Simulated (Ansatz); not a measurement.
# Vibrational response of BN at 6 GPa

Level of theory: DFT PBEsol, scalar-relativistic, plane waves, PAW (Ansatz). Settings: 420 eV plane-wave cutoff, Γ-centred 12×12×12 mesh, fixed occupations. No spin polarisation. Phonons by linear response, acoustic sum rule imposed.

The cell, relaxed at 6 GPa:
```
CELL_PARAMETERS angstrom
2.48245 0.00161 -0.22364
-1.23256 2.15485 0.22361
-0.97830 -0.87338 3.02385
ATOMIC_POSITIONS crystal
B 0.99183 0.99182 0.99503
N 0.65632 0.32407 0.99178
```

The crystal is built of layers and no dispersion correction was added, so the binding between them is poorly described, and with it their spacing and whatever depends on it.

Question: Is this structure stable against zone-centre distortions?

Answer: Yes, at Γ: no optical mode is imaginary. Strains and other wave vectors aren't tested by this run.

Question: List the optical modes at Γ without the LO field (i marks imaginary ones).

Answer:
| frequency (THz) | degeneracy | IR intensity of the level ((D/Å)²/amu) |
| --- | --- | --- |
| 21.36 | 1 | 3.31 |
| 41.63 | 1 | 27.28 |
| 41.63 | 1 | 27.28 |

This form isn't the usual stable structure of the compound at low pressure.

Cost: 1 run of about 1.6 core-minutes, on Intel Xeon Processor @ 2.70GHz (shared hosts).